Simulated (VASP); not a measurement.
# B (R-3m) in VASP: a series of runs

Runs on B. Level: PBEsol. Tasks: single point.

Everything below comes from runs of VASP 6.6.1. Logs are shortened: lines on timing, memory, paths and dates and some standing lists are left out, and cuts for length are marked.

### Step 1. Starting point

It takes space group R-3m (No. 166, trigonal). The conventional cell has a = 4.878 Å, b = 4.878 Å, c = 12.505 Å, α = 90.00°, β = 90.00°, γ = 120.00°. Around B (site symmetry m) lie 6 B at 1.67 to 1.79 Å. Around B (site symmetry m) lie 7 B at 1.78 to 1.99 Å.

### Step 2. Single point, PBEsol

INCAR

```
ALGO = Fast ; EDIFF = 1E-6
ENCUT = 700 ; GGA = PS
ISIF = 2 ; ISMEAR = 0
LASPH = True ; LCHARG = False
LREAL = False ; LWAVE = False
NELM = 80 ; PREC = Accurate
SIGMA = 0.02
```

KPOINTS

```
k-points
0
Gamma
  6 6 6
```

POSCAR

```
B
1.0
    2.4390200000      1.4081700000      4.1682800000
   -2.4390200000      1.4081700000      4.1682800000
    0.0000000000     -2.8163400000      4.1682800000
B
12
Direct
    0.0106300000      0.6537400000      0.0106300000
    0.0106300000      0.0106300000      0.6537400000
    0.6537400000      0.0106300000      0.0106300000
    0.3462600000      0.9893700000      0.9893700000
    0.9893700000      0.3462600000      0.9893700000
    0.9893700000      0.9893700000      0.3462600000
    0.2217000000      0.6296600000      0.2217000000
    0.2217000000      0.2217000000      0.6296700000
    0.6296600000      0.2217000000      0.2217000000
    0.3703400000      0.7783000000      0.7783000000
    0.7783000000      0.3703400000      0.7783000000
    0.7783000000      0.7783000000      0.3703300000
```

Potentials or basis: VASP PAW PBE potentials, release 64 (B).

On the command line:

```console
$ cat potpaw_PBE.64/B/POTCAR > POTCAR
$ mpirun -np 1 vasp_std > vasp.out
```

OUTCAR:

```text
EDIFF = 1E-6
   ENCUT = 700
   GGA = PS
   ISIF = 2
   ISMEAR = 0
   LASPH = True
   LREAL = False
   NELM = 80
   PREC = Accurate

 ion  position               nearest neighbor table
   1  0.011  0.654  0.011-   5 1.67   3 1.74   2 1.74   7 1.79  12 1.79  10 1.79
   2  0.011  0.011  0.654-   6 1.67   3 1.74   1 1.74   8 1.79  10 1.79  11 1.79
   3  0.654  0.011  0.011-   4 1.67   1 1.74   2 1.74   9 1.79  12 1.79  11 1.79
   4  0.346  0.989  0.989-   3 1.67   5 1.74   6 1.74  10 1.79   8 1.79   7 1.79
   5  0.989  0.346  0.989-   1 1.67   4 1.74   6 1.74  11 1.79   8 1.79   9 1.79
   6  0.989  0.989  0.346-   2 1.67   4 1.74   5 1.74  12 1.79   9 1.79   7 1.79
   7  0.222  0.630  0.222-  10 1.78  12 1.78   1 1.79   6 1.79   4 1.79   9 1.99   8 1.99
   8  0.222  0.222  0.630-  10 1.78  11 1.78   2 1.79   4 1.79   5 1.79   7 1.99   9 1.99
   9  0.630  0.222  0.222-  11 1.78  12 1.78   3 1.79   6 1.79   5 1.79   7 1.99   8 1.99
  10  0.370  0.778  0.778-   7 1.78   8 1.78   4 1.79   2 1.79   1 1.79  11 1.99  12 1.99
  11  0.778  0.370  0.778-   9 1.78   8 1.78   5 1.79   2 1.79   3 1.79  10 1.99  12 1.99
  12  0.778  0.778  0.370-   7 1.78   9 1.78   6 1.79   3 1.79   1 1.79  10 1.99  11 1.99

  LATTYP: Found a trigonal (rhomboedric) cell.
 ALAT       =     5.0305386856
 COS(alpha) =     0.5298546125

  Lattice vectors:

 A1 = (   2.4390200000,   1.4081700000,   4.1682800000)
 A2 = (  -2.4390200000,   1.4081700000,   4.1682800000)
 A3 = (   0.0000000000,  -2.8163400000,   4.1682800000)

Analysis of symmetry for initial positions (statically):
=====================================================================
 Subroutine PRICEL returns:
 Original cell was already a primitive cell.

 Routine SETGRP: Setting up the symmetry group for a
 trigonal (rhombohedral) supercell.

 Subroutine GETGRP returns: Found  4 space group operations
 (whereof  4 operations were pure point group operations)
 out of a pool of 12 trial point group operations.

The static configuration has the point symmetry C_2h.

Analysis of symmetry for dynamics (positions and initial velocities):
=====================================================================
 Subroutine PRICEL returns:
 Original cell was already a primitive cell.

 Routine SETGRP: Setting up the symmetry group for a
 trigonal (rhombohedral) supercell.

 Subroutine GETGRP returns: Found  4 space group operations
 (whereof  4 operations were pure point group operations)
 out of a pool of 12 trial point group operations.

The dynamic configuration has the point symmetry C_2h.

 Subroutine INISYM returns: Found  4 space group operations
 (whereof  4 operations are pure point group operations),
 and found     1 'primitive' translations

----------------------------------------------------------------------------------------

                                     Primitive cell

  volume of cell :      85.8971

  direct lattice vectors                    reciprocal lattice vectors
     2.439020000  1.408170000  4.168280000     0.205000369  0.118356922  0.079969036
    -2.439020000  1.408170000  4.168280000    -0.205000369  0.118356922  0.079969036
     0.000000000 -2.816340000  4.168280000     0.000000000 -0.236713844  0.079969036

  length of vectors
     5.030538686  5.030538686  5.030539648     0.249857077  0.249857077  0.249856940

  position of ions in fractional coordinates (direct lattice)
     0.010630000  0.653740000  0.010630000
     0.010630000  0.010630000  0.653740000
     0.653740000  0.010630000  0.010630000
     0.346260000  0.989370000  0.989370000
     0.989370000  0.346260000  0.989370000
     0.989370000  0.989370000  0.346260000
     0.221700000  0.629660000  0.221700000
     0.221700000  0.221700000  0.629670000
     0.629660000  0.221700000  0.221700000
     0.370340000  0.778300000  0.778300000
     0.778300000  0.370340000  0.778300000
     0.778300000  0.778300000  0.370330000

  ion indices of the primitive-cell ions
   primitive index   ion index
                 1           1
                 2           2
                 3           3
                 4           4
                 5           5
                 6           6
                 7           7
                 8           8
                 9           9
                10          10
                11          11
                12          12

----------------------------------------------------------------------------------------

 KPOINTS: k-points

Automatic generation of k-mesh.
 Grid dimensions read from file:
 generate k-points for:    6    6    6

 Generating k-lattice:

  Cartesian coordinates                     Fractional coordinates (reciprocal lattice)
     0.034166728  0.019726154  0.013328173     0.166666667  0.000000000  0.000000000
    -0.034166728  0.019726154  0.013328173     0.000000000  0.166666667  0.000000000
     0.000000000 -0.039452307  0.013328173     0.000000000  0.000000000  0.166666667

  Length of vectors
     0.041642846  0.041642846  0.041642823

  Shift w.r.t. Gamma in fractional coordinates (k-lattice)
     0.000000000  0.000000000  0.000000000

 Subroutine IBZKPT returns following result:
 ===========================================

 Found     68 irreducible k-points:

 Following reciprocal coordinates:
            Coordinates               Weight
  0.000000  0.000000  0.000000      1.000000
  0.166667  0.000000  0.000000      4.000000
  0.000000  0.000000  0.166667      2.000000
  0.333333  0.000000  0.000000      4.000000
  0.000000  0.000000  0.333333      2.000000
  0.500000  0.000000  0.000000      2.000000
[... 16 lines left out ...]
  0.500000  0.333333  0.000000      4.000000
  0.500000  0.000000 -0.333333      4.000000
 [... further k-points ...]
   k-points           NKPTS =     68   k-points in BZ     NKDIM =     68   number of bands    NBANDS=     25
   number of dos      NEDOS =    301   number of ions     NIONS =     12
   total plane-waves  NPLWV = 110592
   dimension x,y,z NGX =    48 NGY =   48 NGZ =   48
   dimension x,y,z NGXF=    96 NGYF=   96 NGZF=   96
   ions per type =              12
   NGX,Y,Z   is equivalent  to a cutoff of  15.86, 15.86, 15.86 a.u.
   NGXF,Y,Z  is equivalent  to a cutoff of  31.73, 31.73, 31.73 a.u.
 SYSTEM =  unknown system
   PREC   = accura    normal or accurate (medium, high low for compatibility)
   ISTART =      0    job   : 0-new  1-cont  2-samecut
   ICHARG =      2    charge: 1-file 2-atom 10-const
   ISPIN  =      1    spin polarized calculation?
   LNONCOLLINEAR =      F non collinear calculations
   LSORBIT =      F    spin-orbit coupling
   LASPH  =      T    aspherical Exc in radial PAW
   ENCUT  =  700.0 eV  51.45 Ry    7.17 a.u.  10.85 10.85 10.85*2*pi/ulx,y,z
   NELM   =     80;   NELMIN=  2; NELMDL= -5     # of ELM steps
   EDIFF  = 0.1E-05   stopping-criterion for ELM
   LREAL  =      F    real-space projection
   EDIFFG = 0.1E-04   stopping-criterion for IOM
   NSW    =      0    number of steps for IOM
   IBRION =     -1    ionic relax: 0-MD 1-quasi-New 2-CG
   NFREE  =      0    steps in history (QN), initial steepest desc. (CG)
   ISIF   =      2    stress and relaxation
   ISYM   =      2    0-nonsym 1-usesym 2-fastsym
   POTIM  = 0.5000    time-step for ionic-motion
   TEBEG  =    0.0;   TEEND  =   0.0 temperature during run
   PSTRESS=    0.0 pullay stress
   NELECT =      36.0000    total number of electrons
   NUPDOWN=      -1.0000    fix difference up-down
   EMIN   =  10.00;   EMAX   =-10.00  energy-range for DOS
   EFERMI =   0.00;   METHOD = LEGACY
   ISMEAR =     0;   SIGMA  =   0.02  broadening in eV -4-tet -1-fermi 0-gaus
   EFERMI_NEDOS =   21; number of points for ismear=-14 and -15
   IALGO  =     68    algorithm
   IMIX   =      4    mixing-type and parameters
     AMIX     =   0.40;   BMIX     =  1.00
     AMIX_MAG =   1.60;   BMIX_MAG =  1.00
  volume/ion in A,a.u.               =       7.16        48.31
  Fermi-wavevector in a.u.,A,eV,Ry     =   1.225132  2.315163 20.421635  1.500948
  Thomas-Fermi vector in A             =   2.360181
   LORBIT       =      0    0 simple, 1 ext, 2 COOP (PROOUT), +10 PAW based schemes
   GGA     = PS    functional components
   LHFCALC =     F    Hartree Fock is set to
   AEXX    =    0.0000 exact exchange contribution
   IVDW    =     0    specifies the selected vdW correction
   LEPSILON=     F    determine dielectric tensor
   LRPA    =     F    only Hartree local field effects (RPA)
 non-spin polarized calculation
 RMM-DIIS sequential band-by-band and
 Gauss-broadening in eV      SIGMA  =   0.02
  energy-cutoff  :      700.00
  volume of cell :       85.90
 maximum number of plane-waves:      3635
 NGX is ok and might be reduce to    48
   NGX = 21   NGY = 21   NGZ = 21

 number of electron      36.0000000 magnetization

 Free energy of the ion-electron system (eV)
  ---------------------------------------------------
  ext. energy  EPLUGINS =         0.00000000
  ---------------------------------------------------
  free energy    TOTEN  =       -84.49299369 eV

  energy without entropy =      -84.49299369  energy(sigma->0) =      -84.49299369

 E-fermi :   6.1436     XC(G=0): -11.7137

 val. band max:        6.0475583739   @ k =   0.5000   0.5000   0.5000
 cond. band min:       7.3693557156   @ k =   0.0000   0.0000   0.0000
 fundamental gap:      1.3217973417
 Fermi energy:         6.1435848261

 k-point     1 :       0.0000    0.0000    0.0000
  band No.  band energies     occupation
      1     -10.2864      2.00000
      2      -4.4725      2.00000
      3      -4.2138      2.00000
      4      -4.2138      2.00000
      5      -3.2597      2.00000
      6      -2.5670      2.00000
[... 17 lines left out ...]
     24      12.3439      0.00000
     25      13.8709      0.00000
[... 621 lines left out ...]
      3      -6.0658      2.00000
      4      -5.3243      2.00000
      5      -3.1933      2.00000
      6      -2.8882      2.00000
[... 17 lines left out ...]
     24      11.3062      0.00000
     25      11.7498      0.00000

 [... further k-points ...]
[... 5 lines left out ...]
  --------------------------------------------------------------------------------------
  -------------------------------------------------------------------------------------
  Total        0.0331389      0.0337211      0.0309279      0.0000000     -0.0009076      0.0000000
  in kB        0.6181157      0.6289752      0.5768767      0.0000000     -0.0169295      0.0000000
  external PRESSURE =       0.6079892 kB  Pullay stress =       0.0000000 kB

 VOLUME and BASIS-vectors are now :
 -----------------------------------------------------------------------------
  energy-cutoff  :      700.00
  volume of cell :       85.90
      direct lattice vectors                 reciprocal lattice vectors
     2.439020000  1.408170000  4.168280000     0.205000369  0.118356922  0.079969036
    -2.439020000  1.408170000  4.168280000    -0.205000369  0.118356922  0.079969036
     0.000000000 -2.816340000  4.168280000     0.000000000 -0.236713844  0.079969036

 POSITION                                       TOTAL-FORCE (eV/Angst)
 -----------------------------------------------------------------------------------
     -1.56856      0.90561      2.81359         0.002440     -0.001248      0.001161
      0.00000     -1.81122      2.81359         0.000000      0.002749      0.001413
      1.56856      0.90561      2.81359        -0.002440     -0.001248      0.001161
     -1.56856     -0.90561      9.69125         0.002440      0.001248     -0.001161
      1.56856     -0.90561      9.69125        -0.002440      0.001248     -0.001161
      0.00000      1.81122      9.69125         0.000000     -0.002749     -0.001413
     -0.99502      0.57448      4.47281         0.000195     -0.000139     -0.004016
      0.00000     -1.14898      4.47286         0.000000      0.000749     -0.004723
      0.99502      0.57448      4.47281        -0.000195     -0.000139     -0.004016
     -0.99502     -0.57448      8.03203         0.000195      0.000139      0.004016
      0.99502     -0.57448      8.03203        -0.000195      0.000139      0.004016
      0.00000      1.14898      8.03198         0.000000     -0.000749      0.004723
 -----------------------------------------------------------------------------------
    total drift:                                0.000000      0.000000     -0.000000

  FREE ENERGIE OF THE ION-ELECTRON SYSTEM (eV)
  ---------------------------------------------------
  free  energy   TOTEN  =       -84.4929936904 eV

  energy  without entropy=      -84.4929936904  energy(sigma->0) =      -84.49299369
```

Wall time 2.6 min (1 thread of Intel Xeon 6975P-C (Granite Rapids), shared host); peak memory 0.39 GiB.

What came out:

| Item | Value |
| --- | --- |
| Free energy | -84.4930 eV |
| Pressure | 0.1 GPa |
| Largest force | 0.005 eV/Å |
| Band gap on the k mesh | 1.32 eV, indirect (least direct gap 1.68 eV) |

Forces on the atoms (eV/Å):
```
B    0.002 -0.001  0.001
B    0.000  0.003  0.001
B   -0.002 -0.001  0.001
B    0.002  0.001 -0.001
B   -0.002  0.001 -0.001
B    0.000 -0.003 -0.001
B    0.000  0.000 -0.004
B    0.000  0.001 -0.005
B    0.000  0.000 -0.004
B    0.000  0.000  0.004
B    0.000  0.000  0.004
B    0.000 -0.001  0.005
```

Levels at points of the mesh, in eV from the valence-band top:
| k point | band 16 | band 17 | band 18 | band 19 | band 20 | band 21 |
| --- | --- | --- | --- | --- | --- | --- |
| (0.00, 0.00, 0.00) | -0.87 | -0.87 | -0.36 | 1.32 | 4.53 | 4.53 |
| (0.50, 0.00, 0.00) | -1.98 | -1.76 | -0.61 | 1.86 | 3.17 | 3.54 |
| (0.00, 0.00, 0.50) | -1.98 | -1.76 | -0.61 | 1.86 | 3.17 | 3.54 |
| (0.50, 0.50, 0.00) | -2.65 | -2.18 | -1.96 | 1.37 | 2.56 | 2.78 |
| (0.50, 0.00, 0.50) | -2.65 | -2.18 | -1.96 | 1.37 | 2.56 | 2.78 |
| (0.50, 0.50, 0.50) | -1.97 | -1.97 | 0.00 | 2.49 | 2.72 | 2.72 |

Caveat: the PAW data sets were made with another functional, which shifts forces and pressure a little.

### Step 3. Single point, PBEsol

INCAR, as its differences from that of step 2:

```diff
@@ -1,3 +1,3 @@
 ALGO = Fast ; EDIFF = 1E-6
-ENCUT = 700 ; GGA = PS
+ENCUT = 520 ; GGA = PS
 ISIF = 2 ; ISMEAR = 0
```

KPOINTS

```
k-points
0
Gamma
  9 9 9
```

POSCAR is that of step 2.

Potentials or basis: VASP PAW PBE potentials, release 64 (B).

On the command line:

```console
$ cat potpaw_PBE.64/B/POTCAR > POTCAR
$ mpirun -np 1 vasp_std > vasp.out
```

It took 4.3 min on 1 thread of Intel Xeon 6975P-C (Granite Rapids), shared host; peak memory 0.43 GiB.

Results (log left out):

```yaml
Free_energy: -84.4725 eV
Pressure: 0.0 GPa
Largest_force: 0.005 eV/Å
Band_gap_on_the_k_mesh: 1.33 eV, indirect (least direct gap 1.66 eV)
```

Forces in eV/Å, atoms in the order of the input:
```
B    0.001 -0.001  0.003
B    0.000  0.001  0.004
B   -0.001 -0.001  0.003
B    0.001  0.001 -0.003
B   -0.001  0.001 -0.003
B    0.000 -0.001 -0.004
B   -0.002  0.001 -0.004
B    0.000 -0.002 -0.004
B    0.002  0.001 -0.004
B   -0.002 -0.001  0.004
B    0.002 -0.001  0.004
B    0.000  0.002  0.004
```

Levels at points of the mesh, in eV from the valence-band top:
```
           k point  band 15  band 16  band 17  band 18  band 19  band 20  band 21  band 22
(0.00, 0.00, 0.00)    -1.48    -0.86    -0.86    -0.35     1.33     4.54     4.54     4.69
```

Caveat: the PAW data sets were made with another functional, which shifts forces and pressure a little; an odd mesh through Γ misses points on the zone boundary, where band edges often lie. As with any semilocal functional, this PBEsol gap is likely too small.
